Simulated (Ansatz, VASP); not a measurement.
# Al2Cu: VASP beside Ansatz

```xyz
3
Lattice="4.0842 0.0000 0.0000 0.0000 4.0842 0.0000 0.0000 0.0000 2.8459" Properties=species:S:1:pos:R:3 pbc="T T T"
Al    2.0421    0.0319    1.4229
Al    0.0000    1.9061    1.4229
Cu    0.0000    0.0442    0.0000
```

Change from the starting cell: mode 4 frozen in at +0.000 Å and mode 9 at -0.136 Å (largest displacements).

Alike in both runs: task single point; functional PBEsol; k mesh 10 × 10 × 14; occupations gaussian, width 0.15 eV; no spin polarisation.

```csv
,VASP,Ansatz
version,VASP 6.6.1,Ansatz 0.2.0
potentials or method,"VASP PAW PBE potentials, release 64 (Al, Cu)","scalar-relativistic, plane waves, PAW"
plane-wave cutoff (eV),520,520
valence electrons in the cell,17,25
```

|  | VASP | Ansatz | Ansatz less VASP |
| --- | --- | --- | --- |
| gap on the k mesh at the Fermi level (eV) | none | none | - |
| pressure (GPa) | 1.9 | 1.7 | -0.22 |
| largest component of the traceless stress (GPa) | 0.94 | 0.92 | -0.015 |
| rms of the force components (eV/Å) | 0.752 | 0.748 | -0.0042 |

Atom by atom the forces differ by 0.004 eV/Å (rms over components). A gap of «none» marks a metal or a gap that the smearing closes. With one functional, cell and mesh, what is left measures potentials, basis and numerics. The two sets of potentials don't hold the same shells in valence. Ansatz warned: «pseudo_functional_mismatch».

Caveats: the PAW data sets were made with another functional, which shifts forces and pressure a little (VASP).
